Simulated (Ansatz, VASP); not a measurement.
SiC (Moissanite 3C) in VASP and in Ansatz

```
Si C
1.0
     0.00000    2.17900    2.17900
     2.17900    0.00000    2.17900
     2.17900    2.17900    0.00000
Si C
1 1
Direct
  0.00000 0.00000 0.00000
  0.25000 0.25000 0.25000
```

Alike in both runs: task relaxation of cell and atoms; functional r2SCAN; k mesh 10 × 10 × 10; occupations fermi-dirac, width 0.02 eV; no spin polarisation.

|  | VASP | Ansatz |
| --- | --- | --- |
| version | VASP 6.6.1 | Ansatz 0.2.0 |
| potentials or method | VASP PAW PBE potentials, release 64 (Si, C) | PAW plane waves |
| plane-wave cutoff (eV) | 600 | 500 |
| valence electrons in the cell | 8 | 8 |

```csv
,VASP,Ansatz,Ansatz less VASP
"gap on the k mesh at the Fermi level, each at its own relaxed structure (eV)",1.72,1.71,-0.013
relaxed volume (Å³/atom),10.32,10.34,+0.018
relaxed cell length with the largest relative difference (Å),3.079,3.081,+0.0018
```

Caveats: the PAW data sets were made with another functional, which shifts forces and pressure a little (VASP). A k mesh can miss the band edges. r2SCAN opens gaps a little over a GGA but as a rule still falls short of measured ones.
